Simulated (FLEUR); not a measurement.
## MgSe under changes of volume

One of the cells (20.246 Å³/atom); the others are scaled copies at fixed shape and fractional positions:

```xyz
2
Lattice="0.0000 2.7255 2.7255 2.7255 0.0000 2.7255 2.7255 2.7255 0.0000" Properties=species:S:1:pos:R:3 pbc="T T T"
Se    2.7255    2.7255    2.7255
Mg    0.0000    0.0000    0.0000
```

| Item | Value |
| --- | --- |
| Program | FLEUR MaX-R8.1 (later development tree) |
| Functional | PBE |
| Potentials or basis | all-electron |
| Basis | FLAPW |
| Kmax | 4.52 1/bohr |
| k mesh | 8 × 8 × 8 |
| Occupations | fermi-dirac, width 0.05 eV |
| Spin | no spin polarisation |

```csv
volume (Å³/atom),energy over the lowest point (meV/atom),gap on the mesh (eV)
19.031,36.46,1.92
19.436,21.42,1.89
19.841,10.66,1.85
20.246,3.74,1.82
20.651,?,?
21.056,0.00,1.75
21.461,2.57,1.72
```

What does the run at 20.651 Å³/atom give?

Energy over the lowest point 0.29 meV/atom; gap on the mesh 1.79 eV.

Worked out: A Birch-Murnaghan fit of order 3 (a polynomial in V^(-2/3)) to the other rows has its minimum at 20.89 Å³/atom with B0 = V·E''(V) = 61 GPa and B' = 4.1. It gives 0.30 meV/atom at 20.651 Å³/atom, against the run's 0.29. A straight line through the other rows of the gap, of slope -1.69 eV per unit of ln V, gives 1.78 eV, against the run's 1.79.

Energies are extrapolated to zero smearing.

A mesh can miss the band edges. Spin-orbit coupling on Se is left out.
